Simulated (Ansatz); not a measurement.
Consider the following.

LaAlO3:
```
CELL_PARAMETERS angstrom
      2.67665     1.54536     4.34951
     -2.67665     1.54536     4.34951
      0.00000    -3.09073     4.34951
ATOMIC_POSITIONS crystal
  La 0.25000 0.25000 0.25000
  La 0.75000 0.75000 0.75000
  Al 0.00000 0.00000 0.00000
  Al 0.50000 0.50000 0.50000
  O  0.78590 0.71410 0.25000
  O  0.25000 0.78590 0.71410
  O  0.71410 0.25000 0.78590
  O  0.21410 0.28590 0.75000
  O  0.75000 0.21410 0.28590
  O  0.28590 0.75000 0.21410
```

This is the PBEsol-relaxed structure.

Task: All from the program Ansatz at the PBEsol level (PAW), unless another level is named. Give the highest zone-centre frequency (without LO–TO term).

Result: 752 cm^-1.

Task: What about the bulk modulus (Birch–Murnaghan fit)?

Result: 195 GPa.

Space group R-3c. Symmetry was held in the PBEsol relaxation; of distortions, only those at the zone centre were tested. Spin–orbit coupling is left out wherever it is not named.

Potentials: the later of the program's two PAW sets.
